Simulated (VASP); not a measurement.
# Na (I4/mmm) in VASP: single point with LDA

Aim: the single point of Na with LDA.

Program: VASP 6.6.1. These are calculated values, not measurements. Logs are shortened: lines on timing, memory, paths and dates and some standing lists are left out, and cuts for length are marked.

### 1 Starting point

Symmetry: I4/mmm, No. 139, tetragonal system. Conventional cell: a = 3.777 Å, b = 3.777 Å, c = 5.275 Å, α = 90.00°, β = 90.00°, γ = 90.00°. Around Na (site symmetry 4/mmm) lie 12 Na at 3.75 to 3.78 Å.

This isn't the form of Na at room conditions, which is bcc.

### 2 Single point, LDA

File INCAR:

```
PREC = Accurate
ENCUT = 520
EDIFF = 1E-6
ISMEAR = 0
SIGMA = 0.1
LREAL = False
LASPH = True
NELM = 100
ALGO = Normal
ISIF = 2
LWAVE = False
LCHARG = False
GGA = CA
NBANDS = 10
```

File KPOINTS:

```
Automatic mesh
0
Gamma
  6 6 6
```

File POSCAR:

```
Na
1.0
   -1.8882910800      1.8882910800      2.6372766800
    1.8882910800     -1.8882910800      2.6372766800
    1.8882910800      1.8882910800     -2.6372766800
Na
1
Direct
    0.0000000000      0.0000000000      0.0000000000
```

Potentials or basis: VASP PAW LDA potentials, release 64 (Na_pv).

Launch:

```
$ cat potpaw_LDA.64/Na_pv/POTCAR > POTCAR
$ mpirun -np 1 vasp_std > vasp.out
```

OUTCAR:

```text
PREC = Accurate
   ENCUT = 520
   EDIFF = 1E-6
   ISMEAR = 0
   LREAL = False
   LASPH = True
   NELM = 100
   ISIF = 2
   GGA = CA

 ion  position               nearest neighbor table
   1  0.000  0.000  0.000-

  LATTYP: Found a body centered tetragonal cell.
 ALAT       =     3.7765821600
 C/A-ratio  =     1.3966473220

  Lattice vectors:

 A1 = (  -1.8882910800,   1.8882910800,   2.6372766800)
 A2 = (   1.8882910800,  -1.8882910800,   2.6372766800)
 A3 = (   1.8882910800,   1.8882910800,  -2.6372766800)

Analysis of symmetry for initial positions (statically):
=====================================================================
 Subroutine PRICEL returns:
 Original cell was already a primitive cell.

 Routine SETGRP: Setting up the symmetry group for a
 body centered tetragonal supercell.

 Subroutine GETGRP returns: Found 16 space group operations
 (whereof 16 operations were pure point group operations)
 out of a pool of 16 trial point group operations.

The static configuration has the point symmetry D_4h.

Analysis of symmetry for dynamics (positions and initial velocities):
=====================================================================
 Subroutine PRICEL returns:
 Original cell was already a primitive cell.

 Routine SETGRP: Setting up the symmetry group for a
 body centered tetragonal supercell.

 Subroutine GETGRP returns: Found 16 space group operations
 (whereof 16 operations were pure point group operations)
 out of a pool of 16 trial point group operations.

The dynamic configuration has the point symmetry D_4h.

 Subroutine INISYM returns: Found 16 space group operations
 (whereof 16 operations are pure point group operations),
 and found     1 'primitive' translations

----------------------------------------------------------------------------------------

                                     Primitive cell

  volume of cell :      37.6144

  direct lattice vectors                    reciprocal lattice vectors
    -1.888291080  1.888291080  2.637276680     0.000000000  0.264789685  0.189589512
     1.888291080 -1.888291080  2.637276680     0.264789685  0.000000000  0.189589512
     1.888291080  1.888291080 -2.637276680     0.264789685  0.264789685  0.000000000

  length of vectors
     3.753200593  3.753200593  3.753200593     0.325665105  0.325665105  0.374469164

  position of ions in fractional coordinates (direct lattice)
     0.000000000  0.000000000  0.000000000

  ion indices of the primitive-cell ions
   primitive index   ion index
                 1           1

----------------------------------------------------------------------------------------

 KPOINTS: Automatic mesh

Automatic generation of k-mesh.
 Grid dimensions read from file:
 generate k-points for:    6    6    6

 Generating k-lattice:

  Cartesian coordinates                     Fractional coordinates (reciprocal lattice)
     0.000000000  0.044131614  0.031598252     0.166666667  0.000000000 -0.000000000
     0.044131614  0.000000000  0.031598252     0.000000000  0.166666667 -0.000000000
     0.044131614  0.044131614  0.000000000     0.000000000  0.000000000  0.166666667

  Length of vectors
     0.054277517  0.054277517  0.062411527

  Shift w.r.t. Gamma in fractional coordinates (k-lattice)
     0.000000000  0.000000000  0.000000000

 Subroutine IBZKPT returns following result:
 ===========================================

 Found     30 irreducible k-points:

 Following reciprocal coordinates:
            Coordinates               Weight
  0.000000  0.000000  0.000000      1.000000
  0.166667 -0.000000  0.000000      8.000000
  0.333333 -0.000000  0.000000      8.000000
  0.500000 -0.000000  0.000000      4.000000
  0.166667  0.166667  0.000000      8.000000
  0.333333  0.166667  0.000000     16.000000
[... 16 lines left out ...]
 -0.333333 -0.333333  0.166667      8.000000
 -0.166667 -0.333333  0.166667      8.000000
 [... further k-points ...]
   k-points           NKPTS =     30   k-points in BZ     NKDIM =     30   number of bands    NBANDS=     10
   number of dos      NEDOS =    301   number of ions     NIONS =      1
   total plane-waves  NPLWV =  21952
   dimension x,y,z NGX =    28 NGY =   28 NGZ =   28
   dimension x,y,z NGXF=    56 NGYF=   56 NGZF=   56
   ions per type =               1
   NGX,Y,Z   is equivalent  to a cutoff of  12.40, 12.40, 12.40 a.u.
   NGXF,Y,Z  is equivalent  to a cutoff of  24.80, 24.80, 24.80 a.u.
 SYSTEM =  unknown system
   PREC   = accura    normal or accurate (medium, high low for compatibility)
   ISTART =      0    job   : 0-new  1-cont  2-samecut
   ICHARG =      2    charge: 1-file 2-atom 10-const
   ISPIN  =      1    spin polarized calculation?
   LNONCOLLINEAR =      F non collinear calculations
   LSORBIT =      F    spin-orbit coupling
   LASPH  =      T    aspherical Exc in radial PAW
   ENCUT  =  520.0 eV  38.22 Ry    6.18 a.u.   6.98  6.98  6.98*2*pi/ulx,y,z
   NELM   =    100;   NELMIN=  2; NELMDL= -5     # of ELM steps
   EDIFF  = 0.1E-05   stopping-criterion for ELM
   LREAL  =      F    real-space projection
[... 7 lines left out ...]
   TEBEG  =    0.0;   TEEND  =   0.0 temperature during run
   PSTRESS=    0.0 pullay stress
   NELECT =       7.0000    total number of electrons
   NUPDOWN=      -1.0000    fix difference up-down
   EMIN   =  10.00;   EMAX   =-10.00  energy-range for DOS
   EFERMI =   0.00;   METHOD = LEGACY
   ISMEAR =     0;   SIGMA  =   0.10  broadening in eV -4-tet -1-fermi 0-gaus
   EFERMI_NEDOS =   21; number of points for ismear=-14 and -15
   IALGO  =     38    algorithm
   IMIX   =      4    mixing-type and parameters
     AMIX     =   0.40;   BMIX     =  1.00
     AMIX_MAG =   1.60;   BMIX_MAG =  1.00
  volume/ion in A,a.u.               =      37.61       253.83
  Fermi-wavevector in a.u.,A,eV,Ry     =   0.934666  1.766262 11.886050  0.873600
  Thomas-Fermi vector in A             =   2.061494
   LORBIT       =      0    0 simple, 1 ext, 2 COOP (PROOUT), +10 PAW based schemes
   GGA     = CA    functional components
   LHFCALC =     F    Hartree Fock is set to
   AEXX    =    0.0000 exact exchange contribution
   IVDW    =     0    specifies the selected vdW correction
   LEPSILON=     F    determine dielectric tensor
   LRPA    =     F    only Hartree local field effects (RPA)
 non-spin polarized calculation
 Gauss-broadening in eV      SIGMA  =   0.10
  energy-cutoff  :      520.00
  volume of cell :       37.61
 maximum number of plane-waves:      1026
   NGX = 13   NGY = 13   NGZ = 13

 number of electron       6.9999999 magnetization

 Free energy of the ion-electron system (eV)
  ---------------------------------------------------
  ext. energy  EPLUGINS =         0.00000000
  ---------------------------------------------------
  free energy    TOTEN  =        -1.43192314 eV

  energy without entropy =       -1.42762188  energy(sigma->0) =       -1.42977251

 E-fermi :  -0.1004     XC(G=0):  -6.6870

 val. band max:       -0.1278568386   @ k =  -0.3333  -0.3333   0.1667
 cond. band min:       0.3942645321   @ k =   0.5000   0.1667   0.0000
 fundamental gap:      0.5221213708
 Fermi energy:        -0.1003526239

 k-point     1 :       0.0000    0.0000    0.0000
  band No.  band energies     occupation
      1     -24.8325      2.00000
      2     -24.8322      2.00000
      3     -24.8322      2.00000
      4      -3.1328      2.00000
      5      11.0578      0.00000
      6      11.0578      0.00000
      7      11.1048      0.00000
      8      12.3199      0.00000
      9      12.5257      0.00000
     10      12.5313      0.00000

 k-point     2 :       0.1667   -0.0000    0.0000
  band No.  band energies     occupation
      1     -24.8408      2.00000
      2     -24.8335      2.00000
      3     -24.8335      2.00000
      4      -2.6764      2.00000
      5       7.4776      0.00000
      6      10.4296      0.00000
      7      10.5008      0.00000
      8      11.8319      0.00000
      9      13.4924      0.00000
     10      13.6920      0.00000

 k-point     3 :       0.3333   -0.0000    0.0000
  band No.  band energies     occupation
      1     -24.8577      2.00000
      2     -24.8360      2.00000
      3     -24.8357      2.00000
      4      -1.3304      2.00000
      5       3.8239      0.00000
      6      10.0275      0.00000
      7      10.1507      0.00000
      8      11.3494      0.00000
      9      11.7314      0.00000
     10      11.9563      0.00000

 k-point     4 :       0.5000   -0.0000    0.0000
  band No.  band energies     occupation
      1     -24.8662      2.00000
      2     -24.8373      2.00000
      3     -24.8368      2.00000
      4       0.6996      0.00000
      5       1.0200      0.00000
      6      10.0694      0.00000
      7      10.2336      0.00000
      8      10.9404      0.00000
      9      11.0700      0.00000
     10      11.4075      0.00000
[... 222 lines left out ...]
 k-point    22 :      -0.1667    0.5000    0.1667
  band No.  band energies     occupation
      1     -24.8629      2.00000
      2     -24.8418      2.00000
      3     -24.8393      2.00000
      4       0.4368      0.00000
      5       2.1257      0.00000
      6       7.2686      0.00000
      7       8.5351      0.00000
      8       9.4011      0.00000
      9      13.2750      0.00000
     10      14.3666      0.00000

 k-point    23 :      -0.3333   -0.3333    0.1667
  band No.  band energies     occupation
      1     -24.8579      2.00000
      2     -24.8462      2.00000
      3     -24.8399      2.00000
      4      -0.1279      1.30270
      5       4.4988      0.00000
      6       5.2779      0.00000
      7       7.0124      0.00000
      8      11.0458      0.00000
      9      12.3704      0.00000
     10      13.2959      0.00000

 k-point    24 :      -0.1667   -0.3333    0.1667
  band No.  band energies     occupation
      1     -24.8532      2.00000
      2     -24.8383      2.00000
      3     -24.8382      2.00000
      4      -1.4584      2.00000
      5       5.2667      0.00000
      6       8.4260      0.00000
      7       8.4568      0.00000
      8       9.4895      0.00000
      9      12.3443      0.00000
     10      14.6191      0.00000

 [... further k-points ...]
[... 5 lines left out ...]
  --------------------------------------------------------------------------------------
  -------------------------------------------------------------------------------------
  Total       -0.1909189     -0.1909189     -0.2221439      0.0000000     -0.0000000      0.0000000
  in kB       -8.1321585     -8.1321585     -9.4621832      0.0000000     -0.0000000      0.0000000
  external PRESSURE =      -8.5755001 kB  Pullay stress =       0.0000000 kB

 VOLUME and BASIS-vectors are now :
 -----------------------------------------------------------------------------
  energy-cutoff  :      520.00
  volume of cell :       37.61
      direct lattice vectors                 reciprocal lattice vectors
    -1.888291080  1.888291080  2.637276680     0.000000000  0.264789685  0.189589512
     1.888291080 -1.888291080  2.637276680     0.264789685  0.000000000  0.189589512
     1.888291080  1.888291080 -2.637276680     0.264789685  0.264789685  0.000000000

 POSITION                                       TOTAL-FORCE (eV/Angst)
 -----------------------------------------------------------------------------------
      0.00000      0.00000      0.00000         0.000000      0.000000      0.000000
 -----------------------------------------------------------------------------------
    total drift:                               -0.000000     -0.000000     -0.000000

  FREE ENERGIE OF THE ION-ELECTRON SYSTEM (eV)
  ---------------------------------------------------
  free  energy   TOTEN  =        -1.4319231445 eV

  energy  without entropy=       -1.4276218813  energy(sigma->0) =       -1.42977251
```

It took 5.3 s on 1 thread of Intel Xeon Platinum 8259CL at 2.50GHz (Skylake/Cascade Lake), shared host; peak memory 0.13 GiB.

What came out:

```
Free energy            : -1.4319 eV
Pressure               : -0.9 GPa
Band gap on the k mesh : none (metal or under the smearing width)
```

Caveat: the k mesh is coarse (spacing up to 0.39 Å⁻¹), so the values aren't converged.
